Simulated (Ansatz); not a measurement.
A relaxation computed with Ansatz, from input to last step.

```yaml
crystal:
  lattice:
    - [1.6133538618, 0.9314702864, 5.138830819]
    - [-1.6133538618, 0.9314702864, 5.138830819]
    - [0.0, -1.8629405728, 5.138830819]
  atoms:
    - { symbol: Pb, position: [0.0, 0.0, 0.0] }
    - { symbol: O, position: [0.5, 0.5, 0.5] }
basis:
  ecutwfc: 420
kpoints:
  mp_grid: { grid: [6, 6, 6] }
hamiltonian:
  xc: pbe
scf:
  occupations: { method: gaussian, width: 0.1 }
  lower_state_search: "off"
output:
  forces: true
  stress: true
  eigenvalues: true
relax:
  adjacent_minimum: "off"
  f_tol: 0.04
  max_steps: 70
  cell: { stress_tol: 0.4 }
```

```bash
ansatz run input.yaml --threads 1 --pin off --max-ram 2560MiB --backend cpu --events-out ev --progress --plain --runs-dir out
```

Computed with DFT PBE, scalar-relativistic, plane waves, PAW (Ansatz 0.2.0).

Of 14 frames 10 are shown, positions in Å and forces in eV/Å; the SCF threshold varies from step to step. Steps run on the plane waves of an earlier cell, with a Pulay correction in the pressure. The basis is chosen afresh for the last frame, the zero of the energies, and at times for earlier ones too; energy and pressure step there, also at an unchanged geometry. Here that happened at step 12 (-23 meV/atom, 1.4 GPa); the frames before carry an error of that size. The mark taken_back stands on steps that the optimiser undid.

```xyz
2
Lattice="1.6134 0.9315 5.1388 -1.6134 0.9315 5.1388 0.0000 -1.8629 5.1388" Properties=species:S:1:pos:R:3:forces:R:3 pbc="T T T" step=1 free_energy_over_end_meV_per_atom=1620.49 pressure_GPa=-7.04
Pb    0.0000    0.0000    0.0000    0.0000    0.0000    0.0000
O     0.0000    0.0000    7.7082    0.0000    0.0000    0.0000
2
Lattice="1.6223 0.9366 4.8882 -1.6223 0.9366 4.8882 0.0000 -1.8732 4.8882" Properties=species:S:1:pos:R:3:forces:R:3 pbc="T T T" step=2 free_energy_over_end_meV_per_atom=1414.06 pressure_GPa=-7.48
Pb    0.0000    0.0000    0.0000    0.0000    0.0000    0.0000
O     0.0000    0.0000    7.3323    0.0000    0.0000    0.0000
2
Lattice="1.6417 0.9478 4.3868 -1.6417 0.9478 4.3868 0.0000 -1.8956 4.3868" Properties=species:S:1:pos:R:3:forces:R:3 pbc="T T T" step=4 free_energy_over_end_meV_per_atom=931.37 pressure_GPa=-7.89
Pb    0.0000    0.0000    0.0000    0.0000    0.0000    0.0000
O     0.0000    0.0000    6.5802    0.0000    0.0000    0.0000
2
Lattice="1.6517 0.9536 4.1363 -1.6517 0.9536 4.1363 0.0000 -1.9072 4.1363" Properties=species:S:1:pos:R:3:forces:R:3 pbc="T T T" step=5 free_energy_over_end_meV_per_atom=676.73 pressure_GPa=-7.46
Pb    0.0000    0.0000    0.0000    0.0000    0.0000    0.0000
O     0.0000    0.0000    6.2044    0.0000    0.0000    0.0000
2
Lattice="1.6778 0.9687 3.6314 -1.6778 0.9687 3.6314 0.0000 -1.9374 3.6314" Properties=species:S:1:pos:R:3:forces:R:3 pbc="T T T" step=7 free_energy_over_end_meV_per_atom=236.16 pressure_GPa=-0.93
Pb    0.0000    0.0000    0.0000    0.0000    0.0000    0.0000
O     0.0000    0.0000    5.4472    0.0000    0.0000    0.0000
2
Lattice="1.7513 1.0111 3.3745 -1.7513 1.0111 3.3745 0.0000 -2.0222 3.3745" Properties=species:S:1:pos:R:3:forces:R:3 pbc="T T T" step=8 free_energy_over_end_meV_per_atom=79.71 pressure_GPa=-0.27
Pb    0.0000    0.0000    0.0000    0.0000    0.0000    0.0000
O     0.0000    0.0000    5.0617    0.0000    0.0000    0.0000
2
Lattice="1.8060 1.0427 3.0466 -1.8060 1.0427 3.0466 0.0000 -2.0854 3.0466" Properties=species:S:1:pos:R:3:forces:R:3 pbc="T T T" step=10 free_energy_over_end_meV_per_atom=35.48 pressure_GPa=4.41 taken_back
Pb    0.0000    0.0000    0.0000    0.0000    0.0000    0.0000
O     0.0000    0.0000    4.5699    0.0000    0.0000    0.0000
2
Lattice="1.8255 1.0539 3.1033 -1.8255 1.0539 3.1033 0.0000 -2.1079 3.1033" Properties=species:S:1:pos:R:3:forces:R:3 pbc="T T T" step=11 free_energy_over_end_meV_per_atom=27.77 pressure_GPa=-0.06
Pb    0.0000    0.0000    0.0000    0.0000    0.0000    0.0000
O     0.0000    0.0000    4.6550    0.0000    0.0000    0.0000
2
Lattice="1.8587 1.0731 3.0321 -1.8587 1.0731 3.0321 0.0000 -2.1462 3.0321" Properties=species:S:1:pos:R:3:forces:R:3 pbc="T T T" step=13 free_energy_over_end_meV_per_atom=0.93 pressure_GPa=0.21
Pb    0.0000    0.0000    0.0000    0.0000    0.0000    0.0000
O     0.0000    0.0000    4.5481    0.0000    0.0000    0.0000
2
Lattice="1.8587 1.0731 3.0321 -1.8587 1.0731 3.0321 0.0000 -2.1462 3.0321" Properties=species:S:1:pos:R:3:forces:R:3 pbc="T T T" step=14 free_energy_over_end_meV_per_atom=0.00 pressure_GPa=0.29
Pb    0.0000    0.0000    0.0000    0.0000    0.0000    0.0000
O     0.0000    0.0000    4.5481    0.0000    0.0000    0.0000
```

The start puts this composition into another compound's structure type, which needn't suit it. At the end the space group is Fm-3m (tolerance 0.05 Å).

Time: 22 s on 1 thread of Arm Neoverse V1, with other jobs on the host, peak memory 0.31 GiB.

The k mesh is coarse. Spin–orbit coupling is left out, which can shift energies with elements as heavy as these.